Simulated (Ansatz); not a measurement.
# Binding across the interface in twisted graphene bilayer, 46.83° (76 atoms), part 2 of 2

How much energy holds the two parts of twisted graphene bilayer, 46.83° (76 atoms) together, and how does it fall off with distance?

Ansatz 0.2.0; Kohn-Sham DFT, PBE+D3(BJ), PAW (set soft_2), plane waves.

So far. Step 2 (Single point at the start): The r.m.s. force at the start is 0.011 eV/Å. Step 3 (Relaxation): The relaxation converged after 2 steps, 0 eV below its start, with a largest force component of 0.024 eV/Å.

## 5. The lower part alone

The lower part (layer 1) is solved alone, atoms held, in the same cell.

input.yaml reads:

```yaml
crystal:
  lattice:
    - [10.7229, 0.0, 0.0]
    - [-5.36145, 9.2863, 0.0]
    - [0.0, 0.0, 17.43]
  atoms:
    - { symbol: C, position: [0.17545, 0.77194, 0.40247] }
    - { symbol: C, position: [0.19298, 0.64913, 0.40254] }
    - { symbol: C, position: [0.2807, 0.0351, 0.40243] }
    - { symbol: C, position: [0.29825, 0.91229, 0.40249] }
    - { symbol: C, position: [0.1228, 0.14035, 0.40236] }
    - { symbol: C, position: [0.14035, 0.01755, 0.40236] }
    [... 26 atom lines left out ...]
    - { symbol: C, position: [0.01755, 0.8772, 0.40236] }
    - { symbol: C, position: [0.0351, 0.75439, 0.40243] }
    - { symbol: C, position: [0.9649, 0.24561, 0.40243] }
    - { symbol: C, position: [0.98245, 0.1228, 0.40236] }
    - { symbol: C, position: [0.07018, 0.50877, 0.40251] }
    - { symbol: C, position: [0.08771, 0.38596, 0.40249] }
kpoints:
  mp_grid: { grid: [3, 3, 1] }
hamiltonian:
  xc: pbe
  dispersion: d3bj
scf:
  occupations: { method: fermi_dirac, width: 0.05 }
output:
  forces: true
  eigenvalues: true
  write_density: true
  write_potential: true
  volumetric_format: npy
```

Command:

```sh
$ ansatz run input.yaml --threads 4 --pin off --max-ram 15872MiB --backend cpu --events-out ev --progress --plain --runs-dir out
```

Numbers of over 12 decimals in the logs are rounded to 6 here.

Log:

```text
[...]
Crystal: 38 atoms, lattice volume = 1735.611 Å³
Basis set: ecut = 420 eV, 33809 PW (Γ), exchange–correlation on 144×144×240 points (8 copies of the dense FFT grid, shifted against one another)
Bands: 114, of which v1, the nominal top of the filled ones, is band 76 counted from 1 (75 counted from 0)
Symmetry: 6 space group operations
[...]
k-points: 3 of 9
[...]
SCF iter   1: F=—  HF=-9539.092162 eV  |F-HF|=—  |Δ(HF+E_count)|=         —  Δρ=1.83e-3  dr2=5.15e-2  ethr=1.77e-3  ⟨swp⟩=14.7  Hψ=2462  notcnv=0  defer=63
[...]
SCF iter   6: F=-9539.090204 eV  HF=-9539.090204 eV  |F-HF|=1.08e-7  |Δ(HF+E_count)|=   7.50e-7  Δρ=4.86e-7  dr2=5.23e-9  ethr=6.58e-11  ⟨swp⟩=35.0  Hψ=3799  notcnv=0
SCF 1 converged in 6 iterations: F = -9539.090204 eV  dr2 = 5.23e-9
[...]
SCF converged after 6 iterations
Free energy (F): -9539.090204 eV
[...]
Internal energy: -9539.059397 eV  (E = F + TS)
E sigma→0 (E₀):  -9539.074801 eV
Entropy (-TS):   -0.030807 eV (-0.811 meV/atom)
Fermi energy:    -2.050384 eV
[...]
--- Forces (eV/Å), atoms counted from 1 ---
  atom   1  C     -0.00273294    -0.00187281     0.00520054
  atom   2  C      0.00138213    -0.00037433    -0.00837436
  atom   3  C      0.00025079    -0.00003436     0.00083088
  atom   4  C      0.00085480    -0.00031613    -0.00511902
  atom   5  C      0.00128930     0.00165747     0.00113338
  atom   6  C      0.00208006    -0.00028783     0.00113338
  atom   7  C      0.00298838    -0.00143039     0.00520054
  atom   8  C      0.00015515     0.00020001     0.00083088
  atom   9  C      0.00000000    -0.00000000     0.00936410
  atom  10  C     -0.00036689     0.00138412    -0.00837436
  atom  11  C      0.00053789     0.00176104     0.00333677
  atom  12  C     -0.00101524    -0.00100979    -0.00837436
  atom  13  C      0.00070117     0.00058222    -0.00511902
  atom  14  C      0.00025543    -0.00330320     0.00520054
[...]
atom  37  C     -0.00179405    -0.00041469     0.00333677
  atom  38  C     -0.00015363     0.00089834    -0.00511902
  max |Σ_I F_I| component: 7.77e-4 eV/Å
--- Band table (eV) ---
[...]
```

The job ended after 22 s (4 threads of Arm Neoverse V1, shared host; peak memory 2.7 GiB; 88 s of CPU time).

## 6. The upper part alone

The upper part (layer 2) is solved alone in the same way.

input.yaml, the sections that differ from step 5:

```yaml
crystal:
  lattice:
    - [10.7229, 0.0, 0.0]
    - [-5.36145, 9.2863, 0.0]
    - [0.0, 0.0, 17.43]
  atoms:
    - { symbol: C, position: [0.75439, 0.0351, 0.59757] }
    - { symbol: C, position: [0.77194, 0.17545, 0.59753] }
    - { symbol: C, position: [0.80702, 0.45614, 0.59746] }
    - { symbol: C, position: [0.82455, 0.59649, 0.59753] }
    - { symbol: C, position: [0.64913, 0.19298, 0.59746] }
    - { symbol: C, position: [0.66667, 0.33333, 0.59748] }
    [... 26 atom lines left out ...]
    - { symbol: C, position: [0.07018, 0.5614, 0.59749] }
    - { symbol: C, position: [0.08771, 0.70175, 0.59751] }
    - { symbol: C, position: [0.91229, 0.29825, 0.59751] }
    - { symbol: C, position: [0.92982, 0.4386, 0.59749] }
    - { symbol: C, position: [0.9649, 0.7193, 0.59757] }
    - { symbol: C, position: [0.98245, 0.85965, 0.59764] }
# kpoints, hamiltonian, scf, output: as in step 5
```

Log:

```text
[...]
Crystal: 38 atoms, lattice volume = 1735.611 Å³
Basis set: ecut = 420 eV, 33809 PW (Γ), exchange–correlation on 144×144×240 points (8 copies of the dense FFT grid, shifted against one another)
Bands: 114, of which v1, the nominal top of the filled ones, is band 76 counted from 1 (75 counted from 0)
Symmetry: 6 space group operations
[...]
k-points: 3 of 9
[...]
SCF iter   1: F=—  HF=-9539.092199 eV  |F-HF|=—  |Δ(HF+E_count)|=         —  Δρ=1.83e-3  dr2=5.16e-2  ethr=1.77e-3  ⟨swp⟩=14.7  Hψ=2483  notcnv=0  defer=64
[...]
SCF iter   6: F=-9539.090204 eV  HF=-9539.090204 eV  |F-HF|=1.08e-7  |Δ(HF+E_count)|=   7.50e-7  Δρ=4.87e-7  dr2=5.21e-9  ethr=6.58e-11  ⟨swp⟩=34.7  Hψ=3764  notcnv=0
SCF 1 converged in 6 iterations: F = -9539.090204 eV  dr2 = 5.21e-9
[...]
SCF converged after 6 iterations
Free energy (F): -9539.090204 eV
[...]
Internal energy: -9539.059397 eV  (E = F + TS)
E sigma→0 (E₀):  -9539.074801 eV
Entropy (-TS):   -0.030807 eV (-0.811 meV/atom)
Fermi energy:    -2.050384 eV
[...]
--- Forces (eV/Å), atoms counted from 1 ---
  atom   1  C     -0.00025089    -0.00003466    -0.00083093
  atom   2  C     -0.00025578    -0.00330352    -0.00520039
  atom   3  C     -0.00036676    -0.00138392     0.00837463
  atom   4  C      0.00298882     0.00143025    -0.00520039
  atom   5  C     -0.00101513     0.00100958     0.00837463
  atom   6  C      0.00000000     0.00000000    -0.00936385
  atom   7  C     -0.00053812     0.00176109    -0.00333642
  atom   8  C      0.00053812    -0.00176109    -0.00333642
  atom   9  C     -0.00015404    -0.00089787     0.00511927
  atom  10  C     -0.00009542    -0.00023461    -0.00083093
  atom  11  C      0.00138189     0.00037434     0.00837463
  atom  12  C     -0.00179420     0.00041452    -0.00333642
  atom  13  C      0.00085459     0.00031553     0.00511927
  atom  14  C     -0.00273304     0.00187327    -0.00520039
[...]
atom  37  C      0.00015546    -0.00019994    -0.00083093
  atom  38  C      0.00128954    -0.00165802    -0.00113383
  max |Σ_I F_I| component: 7.74e-4 eV/Å
--- Band table (eV) ---
[...]
```

It took 22 s on 4 threads; peak memory 2.7 GiB; 87 s of CPU time.

The whole (-19079.915 eV) less the lower (-9539.090 eV) and the upper part (-9539.090 eV) leaves -1.735 eV.

## 7. Upper part moved by +0.3 Å

Moving the upper part rigidly maps the well in which it sits.

input.yaml reads:

```yaml
crystal:
  lattice:
    - [10.7229, 0.0, 0.0]
    - [-5.36145, 9.2863, 0.0]
    - [0.0, 0.0, 17.43]
  atoms:
    - { symbol: C, position: [0.17545, 0.77194, 0.40247] }
    - { symbol: C, position: [0.19298, 0.64913, 0.40254] }
    - { symbol: C, position: [0.2807, 0.0351, 0.40243] }
    - { symbol: C, position: [0.29825, 0.91229, 0.40249] }
    - { symbol: C, position: [0.1228, 0.14035, 0.40236] }
    - { symbol: C, position: [0.14035, 0.01755, 0.40236] }
    [... 64 atom lines left out ...]
    - { symbol: C, position: [0.07018, 0.5614, 0.6147] }
    - { symbol: C, position: [0.08771, 0.70175, 0.61472] }
    - { symbol: C, position: [0.91229, 0.29825, 0.61472] }
    - { symbol: C, position: [0.92982, 0.4386, 0.6147] }
    - { symbol: C, position: [0.9649, 0.7193, 0.61478] }
    - { symbol: C, position: [0.98245, 0.85965, 0.61485] }
kpoints:
  mp_grid: { grid: [3, 3, 1] }
hamiltonian:
  xc: pbe
  dispersion: d3bj
scf:
  occupations: { method: fermi_dirac, width: 0.05 }
output:
  forces: true
  eigenvalues: true
```

Log:

```text
[...]
Crystal: 76 atoms, lattice volume = 1735.611 Å³
Basis set: ecut = 420 eV, 33809 PW (Γ), exchange–correlation on 144×144×240 points (8 copies of the dense FFT grid, shifted against one another)
Bands: 228, of which v1, the nominal top of the filled ones, is band 152 counted from 1 (151 counted from 0)
Symmetry: 12 space group operations
[...]
k-points: 3 of 9
[...]
SCF iter   1: F=—  HF=-19079.859338 eV  |F-HF|=—  |Δ(HF+E_count)|=         —  Δρ=2.51e-3  dr2=1.17e-1  ethr=1.77e-3  ⟨swp⟩=9.3  Hψ=4015  notcnv=0  defer=144
[...]
SCF iter   5: F=—  HF=-19079.838874 eV  |F-HF|=—  |Δ(HF+E_count)|=   5.14e-4  Δρ=6.30e-6  dr2=5.48e-7  ethr=1.28e-8  ⟨swp⟩=2.3  Hψ=956  notcnv=0  defer=192
SCF iter   6: F=-19079.838878 eV  HF=-19079.838878 eV  |F-HF|=1.79e-7  |Δ(HF+E_count)|=   3.96e-6  Δρ=1.17e-6  dr2=1.95e-8  ethr=3.29e-11  ⟨swp⟩=29.0  Hψ=6781  notcnv=0
SCF 1 converged in 6 iterations: F = -19079.838878 eV  dr2 = 1.95e-8
[...]
SCF converged after 6 iterations
Free energy (F): -19079.838878 eV
[...]
Internal energy: -19079.777265 eV  (E = F + TS)
E sigma→0 (E₀):  -19079.808072 eV
Entropy (-TS):   -0.061613 eV (-0.811 meV/atom)
Fermi energy:    0.104352 eV
[...]
Σ components = -19079.838878   (vs F -19079.838878, Δ=0.00e0)
--- Forces (eV/Å), atoms counted from 1 ---
  atom   1  C     -0.00152184    -0.00280015     0.02430575
  atom   2  C      0.00065982     0.00375012     0.01417872
  atom   3  C     -0.00290384     0.00335013     0.01842394
  atom   4  C      0.00545305     0.00384875     0.01485905
[...]
atom  76  C     -0.00027169    -0.00355334    -0.01559369
  max |Σ_I F_I| component: 5.55e-17 eV/Å
--- Band table (eV) ---
[...]
```

Elapsed: 43 s, on 4 threads; peak memory 4.6 GiB.

Upper part moved by +0.3 Å: the energy stands 0.0764 eV above that of the reference.

## 8. Upper part moved by -0.3 Å

Another point of the curve.

Edit input.yaml of step 7 so:

```diff
@@ -13,8 +13,8 @@
     [... 64 atom lines left out ...]
-    - { symbol: C, position: [0.07018, 0.5614, 0.6147] }
-    - { symbol: C, position: [0.08771, 0.70175, 0.61472] }
-    - { symbol: C, position: [0.91229, 0.29825, 0.61472] }
-    - { symbol: C, position: [0.92982, 0.4386, 0.6147] }
-    - { symbol: C, position: [0.9649, 0.7193, 0.61478] }
-    - { symbol: C, position: [0.98245, 0.85965, 0.61485] }
+    - { symbol: C, position: [0.07018, 0.5614, 0.58028] }
+    - { symbol: C, position: [0.08771, 0.70175, 0.5803] }
+    - { symbol: C, position: [0.91229, 0.29825, 0.5803] }
+    - { symbol: C, position: [0.92982, 0.4386, 0.58028] }
+    - { symbol: C, position: [0.9649, 0.7193, 0.58036] }
+    - { symbol: C, position: [0.98245, 0.85965, 0.58043] }
 kpoints:
```

Log:

```text
[...]
Crystal: 76 atoms, lattice volume = 1735.611 Å³
Basis set: ecut = 420 eV, 33809 PW (Γ), exchange–correlation on 144×144×240 points (8 copies of the dense FFT grid, shifted against one another)
Bands: 228, of which v1, the nominal top of the filled ones, is band 152 counted from 1 (151 counted from 0)
Symmetry: 12 space group operations
[...]
k-points: 3 of 9
[...]
SCF iter   1: F=—  HF=-19079.314595 eV  |F-HF|=—  |Δ(HF+E_count)|=         —  Δρ=2.06e-3  dr2=1.56e-1  ethr=1.77e-3  ⟨swp⟩=9.7  Hψ=4119  notcnv=0  defer=137
[...]
SCF iter   6: F=-19079.296145 eV  HF=-19079.296144 eV  |F-HF|=6.33e-7  |Δ(HF+E_count)|=   4.09e-6  Δρ=1.68e-6  dr2=6.70e-8  ethr=3.29e-11  ⟨swp⟩=35.3  Hψ=6903  notcnv=0
SCF iter   7: F=-19079.296145 eV  HF=-19079.296145 eV  |F-HF|=3.63e-8  |Δ(HF+E_count)|=   6.34e-7  Δρ=4.27e-7  dr2=3.84e-9  ethr=2.20e-11  ⟨swp⟩=10.7  Hψ=3191  notcnv=0
SCF 1 converged in 7 iterations: F = -19079.296145 eV  dr2 = 3.84e-9
[...]
SCF converged after 7 iterations
an eigenvalue changed by more than its tolerance at an iteration that met the thresholds in force, so the SCF went on 1 time: the last check found none over its tolerance
Free energy (F): -19079.296145 eV
[...]
Internal energy: -19079.234537 eV  (E = F + TS)
E sigma→0 (E₀):  -19079.265341 eV
Entropy (-TS):   -0.061608 eV (-0.811 meV/atom)
Fermi energy:    0.013594 eV
[...]
Σ components = -19079.296145   (vs F -19079.296145, Δ=0.00e0)
--- Forces (eV/Å), atoms counted from 1 ---
  atom   1  C      0.00967607    -0.01467569    -0.10703311
  atom   2  C     -0.00639503     0.03129209    -0.10290809
  atom   3  C     -0.02522848     0.02375636    -0.12377782
  atom   4  C      0.04118342     0.03269503    -0.11410068
[...]
atom  76  C     -0.00880018    -0.02037208     0.14411676
  max |Σ_I F_I| component: 1.39e-16 eV/Å
--- Band table (eV) ---
[...]
```

It took 56 s on 4 threads; peak memory 4.6 GiB; 3.7 min of CPU time.

Upper part moved by -0.3 Å: the energy stands 0.619 eV above that of the reference.

## 9. Upper part moved by +0.8 Å

Another point of the curve.

Input and log are left out; they have the form of those shown for this kind of step.

Wall time 43 s (4 threads of Arm Neoverse V1, shared host); peak memory 4.6 GiB; 2.9 min of CPU time.

Upper part moved by +0.8 Å: the energy stands 0.536 eV above that of the reference.

## 10. Upper part moved by +1.6 Å

Another point of the curve.

Input and log are left out; they have the form of those shown for this kind of step.

Elapsed: 45 s, on 4 threads of Arm Neoverse V1, shared host; peak memory 4.6 GiB.

Upper part moved by +1.6 Å: the energy stands 1.10 eV above that of the reference.

## 11. Upper part moved by +3 Å

Another point of the curve.

Input and log are left out; they have the form of those shown for this kind of step.

Wall time 44 s (4 threads of Arm Neoverse V1, shared host); peak memory 4.6 GiB.

Upper part moved by +3 Å: the energy stands 1.50 eV above that of the reference.

## 12. Interaction energy

Whole cell less its two parts, each frozen at the geometry of the whole and solved in the same cell with the same functional, so that energy zeros cancel. The upper part is 'layer 2' and the lower part 'layer 1'. The nearest atoms of the two parts stand 3.40 Å apart. The face is 99.58 Å².

```tsv
functional	interaction energy (eV)	of it, the added dispersion term (eV)	per area (meV/Å²)	per area (J/m²)	per atom of the upper part (meV)
PBE+D3(BJ)	-1.735	-2.291	-17.4	-0.28	-45.7
```

## 13. Energy against separation

The upper part is moved rigidly along the normal from its place in the reference.

```tsv
shift (Å)	energy change (eV)	per area (meV/Å²)	share of the binding lost (%)
-0.3	0.619	6.22	-
+0.0	0.000	0.00	-
+0.3	0.076	0.77	4
+0.8	0.536	5.38	31
+1.6	1.104	11.09	64
+3.0	1.497	15.03	86
```

## 14. Levels of whole and parts

```tsv
cell	level spacing (eV)	vacuum level at the upper face, over the highest filled level, or over E_F where no gap is given (eV)	moment (μB)
whole	-	4.28	no spin
lower part	-	4.22	no spin
upper part	-	4.22	no spin
```

A dash marks a cell without a clear gap, or without a flat potential in the vacuum.

## 15. What came out

The parts bind with 17.4 meV/Å² (1.73 eV for the cell) at the level PBE+D3(BJ), the size of van der Waals binding between sheets. The added dispersion term contributes -2.291 eV, the functional itself 0.556 eV. The curvature over ±0.3 Å is 1.2×10²⁰ N/m³, and the energy rises faster on the near side. At +3.0 Å, 86 % of the binding is lost; the shift also narrows the vacuum to the periodic image.

**Limits.** The parts are frozen, so the energy of their deformation isn't counted. No correction is made for dipoles across the vacuum, and the parts also feel their periodic images through it.

The DFT runs together took 7.2 min of wall time.

[Logs are printed without paths, hosts, clocks, repeated set-up lines and the standing remarks that a program may print on its own settings, such as how far it seeks lower states.]

[Hosts, paths, dates, database ids (printed as entryN), source tags and the programs' standing remarks are cut or masked in the printed files.]
